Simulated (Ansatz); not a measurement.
PtSe2 (Sudovikovite):

```
CELL_PARAMETERS angstrom
3.72400 0.00000 0.00000
-1.86200 3.22508 0.00000
0.00000 0.00000 5.06200
ATOMIC_POSITIONS crystal
Pt 0.00000 0.00000 0.00000
Se 0.66667 0.33333 0.75000
Se 0.33333 0.66667 0.25000
```

Base run:

```yaml
Program: Ansatz 0.2.0
Functional: HSE06 form with a typed share of exact exchange
Potentials_or_basis: Ansatz PAW
Cutoff: "420 eV (not typed: the program's choice for these potentials)"
k_mesh: 5 × 5 × 3
Occupations: fermi-dirac, width 0.05 eV
Spin: no spin polarisation
```

Its results: band gap on the k mesh 0.38 eV, indirect (least direct gap 1.54 eV); pressure 0.9 GPa; largest force 0.129 eV/Å.

**Question.** After a change of settings the same cell gave: band gap on the k mesh none (metal or under the smearing width); pressure 7.2 GPa; largest force 0.516 eV/Å. Which change was it?
A. functional from HSE06 form with a typed share of exact exchange to HSE06; share of exact exchange from 0.35 to 0.25
B. share of exact exchange from 0.35 to 0
C. share of exact exchange from 0.35 to 0.15
D. share of exact exchange from 0.35 to 0.1

**Answer.** B.

Caveats: some runs use coarse meshes; odd divisions of the mesh miss points on the zone boundary, where band edges often lie, so the gap on the mesh can be too wide (some runs); spin-orbit coupling is left out, which moves the levels of the heavy elements (some runs); the PAW data sets come from PBE, with cores solved anew for the run's functional, which leaves a small shift of forces and pressure (some runs); the thresholds are loose for stress (some runs); the PAW data sets were made with another functional, which shifts forces and pressure a little (some runs).
